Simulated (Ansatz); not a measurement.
BeO:
```
CELL_PARAMETERS angstrom
      2.69055     0.00000     0.00000
     -1.34528     2.33009     0.00000
      0.00000     0.00000     4.36964
ATOMIC_POSITIONS crystal
  Be 0.33333 0.66667 0.99989
  Be 0.66667 0.33333 0.49989
  O  0.33333 0.66667 0.37761
  O  0.66667 0.33333 0.87761
```

Relaxed with r²SCAN. Special points in fractions of this cell's reciprocal vectors: Γ (0.000, 0.000, 0.000); M (0.500, 0.000, 0.000); K (0.333, 0.333, 0.000); A (0.000, 0.000, 0.500); L (0.500, 0.000, 0.500); H (0.333, 0.333, 0.500).

List the band energies nearest the valence-band maximum at these points for r²SCAN (plane waves, PAW; program Ansatz).

In eV from the valence-band maximum; about four levels below and three above (degenerate sets whole), none deeper than 8.9 eV; points with the same levels are listed once.

| k | below | above |
|---|---|---|
| Γ | -1.03 -1.03 -0.04 -0.04 0.00 | 8.55 12.77 15.60 15.60 |
| M | -3.46 -2.71 -1.98 -0.95 | 10.73 11.22 14.55 |
| K | -3.72 -3.72 -2.97 -2.46 -2.46 | 10.01 13.94 15.77 15.77 |
| A | -0.55 -0.55 -0.55 -0.55 | 10.90 10.90 15.89 15.89 |
| L | -1.91 -1.91 -1.77 -1.77 | 10.00 10.00 15.84 15.84 |
| H | -4.50 -4.50 -1.30 -1.30 | 12.65 12.65 13.25 13.25 |

Space group P6_3mc (wurtzite). Symmetry was held in the r²SCAN relaxation; phonons on a q-mesh show no instability.

Potentials: the later of the program's two PAW sets.
